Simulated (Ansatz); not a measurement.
# SiTe2 monolayer (2H): relaxing the cell for a phonon run, part 2 of 2

Task: relax SiTe2 monolayer (2H) tightly.

Ansatz 0.2.0; DFT PBE, scalar-relativistic, plane waves, PAW.

So far. Step 2 (A coarse first look): The coarse mesh shows no gap.

### 4. Relaxing to small forces for the phonons

Phonons need a cell at rest on their own settings, so the relaxation is repeated with tight tolerances on forces and stress, using the mesh and the filling of the phonon run that follows.

Contents of input.yaml:

```yaml
crystal:
  lattice:
    - [3.5832888278, 0.0, 0.0]
    - [-1.7916444139, 3.103219154, 0.0]
    - [0.0, 0.0, 31.0]
  atoms:
    - { symbol: Si, position: [0.3333333333, 0.6666666667, 0.3225806452] }
    - { symbol: Te, position: [0.6666666667, 0.3333333333, 0.3837985383] }
    - { symbol: Te, position: [0.6666666667, 0.3333333333, 0.261362752] }
  periodic: [true, true, false]
kpoints:
  mp_grid: { grid: [18, 18, 1] }
hamiltonian:
  xc: pbe
scf:
  occupations: { method: methfessel_paxton, width: 0.15 }
output:
  forces: true
  stress: true
  eigenvalues: true
  write_density: true
  write_potential: true
  elf: true
  volumetric_format: npy
relax:
  adjacent_minimum: "off"
  f_tol: 0.001
  max_steps: 60
  cell: { stress_2d_tol: 0.002 }
```

On the command line:

```bash
$ ansatz run input.yaml --threads 8 --pin off --max-ram 14336MiB --backend cpu --events-out ev --progress --plain --runs-dir out
```

Numbers of over 12 decimals in the logs are rounded to 6 here.

Output:

```text
[...]
Crystal: 3 atoms, lattice volume = 344.712 Å³
Basis set: ecut = 420 eV, 6625 PW (Γ), exchange–correlation on 48×48×432 points (8 copies of the dense FFT grid, shifted against one another)
Bands: 22, of which v1, the nominal top of the filled ones, is band 18 counted from 1 (17 counted from 0)
Symmetry: 12 space group operations
[...]
° read free of the cell's end (the report's vacuum.weakly_bound_levels)
--- Relaxed structure (5 steps of the walk, 4 accepted, 1 SCFs on fresh bases) ---
[...]
cell:  # Å, volume = 343.3645 Å³
    - [3.576280, 0, 0]
    - [-1.788140, 3.097149, 0]
    - [0, 0, 31.0]
  atoms:
    - { symbol: Si, position: [0.333333, 0.666667, 0.322581] }
    - { symbol: Te, position: [0.666667, 0.333333, 0.384050] }
    - { symbol: Te, position: [0.666667, 0.333333, 0.261111] }
[key lines of the parts left out:]
SCF converged after 7 iterations
Free energy (F): -14594.842928 eV
Fermi energy:    -4.857937 eV
P = ½ c Tr σ = -0.0007 N/m
```

It took 14 s on 8 threads of Intel Xeon 6975P-C (Granite Rapids), shared host; peak memory 1 GiB; 100 s of CPU time.

Relaxation path:

| step | energy less that of the first step (eV) | largest force component (eV/Å) | volume (Å³) |
| --- | --- | --- | --- |
| 1 | 0.0000 | 0.0447 | 344.71 |
| 2 | 0.0001 | 0.0689 | 342.95 |
| 3 | -0.0005 | 0.0008 | 343.66 |
| 4 | -0.0005 | 0.0023 | 343.44 |
| 5 | -0.0006 | 0.0000 | 343.36 |
| 6* | -0.0005 | 0.0000 | 343.36 |

Relaxation steps marked * repeat the geometry before them on a plane-wave basis chosen anew for their cell, so energy and pressure can jump there. Relaxation step 2 was tried and not accepted.

The run keeps the 12 symmetry operations that it works with, so distortions that break them were not tested.

| cell as run | before | after | change |
| --- | --- | --- | --- |
| a (Å) | 3.583 | 3.576 | -0.2 % |
| b (Å) | 3.583 | 3.576 | -0.2 % |

The relaxed structure:

```cif
data_structure
_symmetry_space_group_name_H-M 'P 1'
_symmetry_Int_Tables_number 1
_cell_length_a 3.5763
_cell_length_b 3.5763
_cell_length_c 31.0000
_cell_angle_alpha 90.000
_cell_angle_beta 90.000
_cell_angle_gamma 120.000
_cell_volume 343.36
loop_
_atom_site_label
_atom_site_type_symbol
_atom_site_fract_x
_atom_site_fract_y
_atom_site_fract_z
_atom_site_occupancy
Si1 Si 0.33333 0.66667 0.32258 1
Te2 Te 0.66667 0.33333 0.38405 1
Te3 Te 0.66667 0.33333 0.26111 1
```

This step gave:

```yaml
area_per_atom: 3.692 Å²
```

ELF in the ac plane at fractional y = 0.333, with atoms of Te within 0.2 Å of it. It is the smooth field of the valence electrons, not physical close to the nuclei.

Ten even steps from '0' (0.00) to '9' (0.68), each cell a mean:
```
00000000000000
00000000000000
00000000000000
00000000000000
00000000000000
00000000000000
00000000000000
00000000000000
00000000000000
00000000000000
00000000000000
00000000000000
00000001111100
41013689999987
85347875222468
76667776545677
78888765444456
75347874211367
63125899989999
00000123444331
00000000000000
00000000000000
00000000000000
00000000000000
```
Columns run along a (3.6 Å), rows up along c (31.0 Å). Atoms in or near the plane, at fractional coordinates: Te at (0.67, 0.38), Te at (0.67, 0.26).

Valence density in the ac plane at fractional y = 0.333, with atoms of Te within 0.2 Å of it. It is the smooth field of the valence electrons, not physical close to the nuclei.

Values in e/Å³, 24 rows by 14 columns, each cell a mean:
```
 0  0  0  0  0  0  0  0  0  0  0  0  0  0
 0  0  0  0  0  0  0  0  0  0  0  0  0  0
 0  0  0  0  0  0  0  0  0  0  0  0  0  0
 0  0  0  0  0  0  0  0  0  0  0  0  0  0
 0  0  0  0  0  0  0  0  0  0  0  0  0  0
 0  0  0  0  0  0  0  0  0  0  0  0  0  0
 0  0  0  0  0  0  0  0  0  0  0  0  0  0
 0  0  0  0  0  0  0  0  0  0  0  0  0  0
 0  0  0  0  0  0  0  0  0  0  0  0  0  0
 0  0  0  0  0  0  0  0  0  0  0  0  0  0
 0  0  0  0  0  0  0  0  0  0  0  0  0  0
 0  0  0  0  0  0  0  0  0  0  0  0  0  0
 0  0  0  0  0  0  0  0  0  0  0  0  0  0
 0  0  0  0  0  0  0  0  0  0  0  0  0  0
 0  0  0  0  0  0  1  3  7 10  9  4  2  1
 0  0  0  0  0  0  0  1  1  2  2  1  0  0
 0  0  0  0  0  0  0  0  0  0  0  0  0  0
 0  0  0  0  0  0  1  3  7 10  9  5  2  1
 0  0  0  0  0  0  0  1  1  1  1  1  0  0
 0  0  0  0  0  0  0  0  0  0  0  0  0  0
 0  0  0  0  0  0  0  0  0  0  0  0  0  0
 0  0  0  0  0  0  0  0  0  0  0  0  0  0
 0  0  0  0  0  0  0  0  0  0  0  0  0  0
 0  0  0  0  0  0  0  0  0  0  0  0  0  0
```
Columns run along a (3.6 Å), rows up along c (31.0 Å). Atoms in or near the plane, at fractional coordinates: Te at (0.67, 0.38), Te at (0.67, 0.26).

Electrostatic potential energy in the ac plane at fractional y = 0.333, with atoms of Te within 0.2 Å of it. With pseudopotentials it is smooth inside the atoms' cores, unlike the true potential.

Ten even steps from '_' (-18 eV) to '@' (0 eV), each cell a mean:
```
@@@@@@@@@@@@@@@@@@@@@@@@@@@@
@@@@@@@@@@@@@@@@@@@@@@@@@@@@
@@@@@@@@@@@@@@@@@@@@@@@@@@@@
@@@@@@@@@@@@@@@@@@@@@@@@@@@@
@@@@@@@@@@@@@@@@@@@@@@@@@@@@
@@@@@@@@@@@@@@@@@@@@@@@@@@@@
@@@@@@@@@@@@@@@@@@@@@@@@@@@@
@@@@@@@@@@@@@@@@@@@@@@@@@@@@
@@@@@@@@@@@@@@@@@@@@@@@@@@@@
@@@@@@@@@@@@@@@@@@@@@@@@@@@@
@@@@@@@@@@@@@@@@@@@@@@@@@@@@
@@@@@@@@@@@@@@@@@@@@@@@@@@@@
@@@@@@@@@@@@@@@@@@@@@@@@@@@@
@@@@@@@@@@@@%%##########%%%%
**%%%%%%**--__==######++....
##########**==--======--==++
****++++**####**********####
++##%%%%**::__==##%%##++..__
%%@@@@@@%%##++==========++**
@@@@@@@@@@@@@@@@@@@@@@@@@@@@
@@@@@@@@@@@@@@@@@@@@@@@@@@@@
@@@@@@@@@@@@@@@@@@@@@@@@@@@@
@@@@@@@@@@@@@@@@@@@@@@@@@@@@
@@@@@@@@@@@@@@@@@@@@@@@@@@@@
```
Columns run along a (3.6 Å; values clipped at the 3rd and 97th percentile), rows up along c (31.0 Å). Atoms in or near the plane, at fractional coordinates: Te at (0.67, 0.38), Te at (0.67, 0.26).

The largest force component left is 0.035 meV/Å, within the tolerances set.

### 5. What came out

| Quantity | Value |
| --- | --- |
| space group after relaxation (within 0.01 Å) | P-6m2 |
| lattice constant a | 3.576 Å |
| lattice constant b | 3.576 Å |
| area per atom | 3.69 Å² |

In words: The largest force component left is 0.035 meV/Å, within the tolerances set. The relaxation keeps the symmetry of its start, so it says nothing on stability against lower symmetry. Spin-orbit coupling is left out, which can matter for the heavy elements here. The starting cell was built on a prototype and not taken from a measurement.

[Logs are printed without paths, hosts, clocks, repeated set-up lines and the standing remarks that a program may print on its own settings, such as how far it seeks lower states.]

[Hosts, paths, dates, database ids (printed as entryN), source tags and the programs' standing remarks are cut or masked in the printed files.]
